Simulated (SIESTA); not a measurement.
The system is ZnO (zincite).

```
Zn O
1.0
     3.24931    0.00000    0.00000
    -1.62465    2.81398    0.00000
     0.00000    0.00000    5.20571
Zn O
2 2
Direct
  0.66667 0.33333 0.00000
  0.33333 0.66667 0.50000
  0.33333 0.66667 0.87901
  0.66667 0.33333 0.37901
```

Program: SIESTA 5.4.2. Alike in all runs: task band structure; no spin polarisation; cell as given; k mesh 9 × 9 × 5; smearing fermi-dirac 0.05 eV; grid cutoff 800 Ry; energy shift 0.002 Ry.

Task: Order these runs on this cell by their pressure, lowest first.
A. level AM05; potentials or basis PseudoDojo 0.4 standard (PBEsol files), DZP (energy shift 0.002 Ry)
B. level vdW-DF-cx; potentials or basis PseudoDojo 0.4 standard (PBE files), DZP (energy shift 0.002 Ry)
C. level BLYP; potentials or basis PseudoDojo 0.4 standard (PBE files), DZP (energy shift 0.002 Ry)

Result: A (0.8 GPa), B (2.5 GPa), C (11.1 GPa).

Caveats: semicore shells carry a single zeta, which can move pressures by several GPa and volumes by a few percent; the potentials were made for another functional, which shifts forces and pressure; the basis of atomic orbitals isn't converged, which shifts pressures, moduli and gaps.

Runs at the PBE level aren't shown here.
